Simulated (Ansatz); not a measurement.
Wanted: the native input for an Ansatz 0.2.0 run.

| Item | Value |
| --- | --- |
| Task | single point |
| Functional | r2SCAN |
| Dispersion | rVV10 |
| Potentials or basis | all-electron PAW datasets made for the crystal |
| Cutoff | 340 eV (chosen from the basis error) |
| k mesh | 8 × 8 × 8 |
| Occupations | fermi-dirac, width 0.15 eV |
| Spin | no spin polarisation |

The system is GaAs.

```
CELL_PARAMETERS angstrom
0.00000 2.70893 2.70893
2.70893 0.00000 2.70893
2.70893 2.70893 0.00000
ATOMIC_POSITIONS crystal
As 0.75000 0.75000 0.75000
Ga 0.00000 0.00000 0.00000
```

The cell isn't the ideal one: volume scaled by 0.88.

The input as run:

input.yaml

```yaml
crystal:
  lattice:
    - [0.0, 2.7089250446, 2.7089250446]
    - [2.7089250446, 0.0, 2.7089250446]
    - [2.7089250446, 2.7089250446, 0.0]
  atoms:
    - { symbol: As, position_ang: [4.0633875669, 4.0633875669, 4.0633875669] }
    - { symbol: Ga, position_ang: [0.0, 0.0, 0.0] }
kpoints:
  mp_grid: { grid: [8, 8, 8] }
scf:
  occupations: { method: fermi_dirac, width: 0.15 }
hamiltonian:
  xc: r2scan
  dispersion: rvv10
  pseudopotentials: { kind: all_electron, datasets: crystal }
output:
  forces: true
  stress: true
  eigenvalues: true
```

Potentials or basis: all-electron PAW datasets made for the crystal.

Run with:

```bash
$ ansatz run input.yaml --threads 1 --pin off --max-ram 2560MiB --backend cpu --events-out ev --progress --plain --runs-dir out
```

Results of the run:

```
Pressure               : 12.3 GPa
Band gap on the k mesh : 1.45 eV, indirect (least direct gap 2.07 eV)
```

It took 19 s on 1 thread of Arm Neoverse V1, on a shared host, peak memory 0.62 GiB.
